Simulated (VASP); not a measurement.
A run of VASP 6.6.1:

INCAR

```
SYSTEM = PbSe
PREC = Accurate
ENCUT = 600
EDIFF = 1E-6
ISMEAR = -1
SIGMA = 0.05
LREAL = .False.
LASPH = .True.
NELM = 60
ALGO = Normal
ISIF = 3
LWAVE = .False.
LCHARG = .False.
METAGGA = R2SCAN
LMIXTAU = .True.
IBRION = 2
NSW = 40
EDIFFG = -0.01
```

Contents of KPOINTS:

```
Automatic mesh
0
Gamma
  8 8 8
  0 0 0
```

POSCAR

```
PbSe
1.0
    0.0000000000      3.0606500000      3.0606500000
    3.0606500000      0.0000000000      3.0606500000
    3.0606500000      3.0606500000      0.0000000000
Pb Se
1 1
Direct
    0.0000000000      0.0000000000      0.0000000000
    0.5000000000      0.5000000000      0.5000000000
```

Potentials or basis: VASP PAW PBE potentials, release 64 (Pb_d, Se).

Command:

```console
$ cat potpaw_PBE.64/Pb_d/POTCAR potpaw_PBE.64/Se/POTCAR > POTCAR
$ mpirun -np 1 vasp_std > vasp.out
```

Hardware: 1 thread of Intel(R) Xeon(R) Platinum 8488C (Sapphire Rapids), on a shared host.

How long does it take, and how much memory?

Run time: 4.5 min on 1 thread of Intel(R) Xeon(R) Platinum 8488C (Sapphire Rapids) (shared host), peak memory 0.24 GiB. Counts: scf iterations 41, k points 29, ion steps 3.
